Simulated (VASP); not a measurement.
Wanted: an ASE script for a VASP 6.6.1 run.

| Property | Result |
| --- | --- |
| Task | single point |
| Functional | PBE |
| Potentials or basis | VASP PAW PBE potentials, release 64 (W_sv, S) |
| Cutoff | 520 eV |
| k mesh | 10 × 10 × 10 |
| Occupations | gaussian, width 0.02 eV |
| Spin | no spin polarisation |
| Further INCAR settings | ALGO = Normal; EDIFF = 1.00e-06 |

The structure of WS2 lies in WS2.cif:

```cif
data_WS2
_cell_length_a 6.42736331
_cell_length_b 6.42736331
_cell_length_c 6.42736331
_cell_angle_alpha 28.44267393
_cell_angle_beta 28.44267393
_cell_angle_gamma 28.44267393
_space_group_name_H-M_alt 'P1'
_space_group_name_Hall 'P 1'
_space_group_IT_number 1
loop_
_space_group_symop_operation_xyz
'x,y,z'
loop_
_atom_site_label
_atom_site_type_symbol
_atom_site_symmetry_multiplicity
_atom_site_Wyckoff_symbol
_atom_site_fract_x
_atom_site_fract_y
_atom_site_fract_z
_atom_site_occupancy
W1 W 1 a 0.0000000000 0.0000000000 0.0000000000 1
S1 S 1 a 0.5810000000 0.5810000000 0.5810000000 1
S2 S 1 a 0.7503000000 0.7503000000 0.7503000000 1
```

Measurements of this composition are mostly on another form, of space group No. 194.

These files were run (other wordings do the same):

run.py

```python
from ase.calculators.vasp import Vasp
from ase.dft.bandgap import bandgap
from ase.io import read

atoms = read('WS2.cif')
calc = Vasp(
    directory='calc',
    xc='pbe',
    pp='PBE',
    setups='materialsproject',
    prec='Accurate',
    encut=520,
    ediff=1e-06,
    ismear=0,
    sigma=0.02,
    lreal=False,
    lasph=True,
    nelm=80,
    algo='Normal',
    isif=2,
    lwave=False,
    lcharg=False,
    kpts=[10, 10, 10],
    gamma=True,
)
atoms.calc = calc

print('energy (eV):', atoms.get_potential_energy())
print('free energy (eV):', atoms.get_potential_energy(force_consistent=True))
print('forces (eV/A):')
print(atoms.get_forces())
print('stress (eV/A^3, Voigt):', atoms.get_stress())
print('Fermi level (eV):', calc.get_fermi_level())
gap, top, bottom = bandgap(calc)
print('band gap (eV):', gap, 'from (spin, k, band)', top, 'to', bottom)
```

Potentials or basis: VASP PAW PBE potentials, release 64 (W_sv, S).

Command:

```sh
$ python run.py
```

It gave:

```json
{"Pressure": "4.5 GPa", "Largest force": "0.611 eV/Å", "Band gap on the k mesh": "1.08 eV, indirect (least direct gap 2.24 eV)"}
```

Caveat: spin-orbit coupling is left out, which moves the levels of the heavy elements.

Wall time 2.7 min on 1 thread of Intel(R) Xeon(R) 6975P-C (Granite Rapids), with other jobs on the host, peak memory 0.37 GiB.
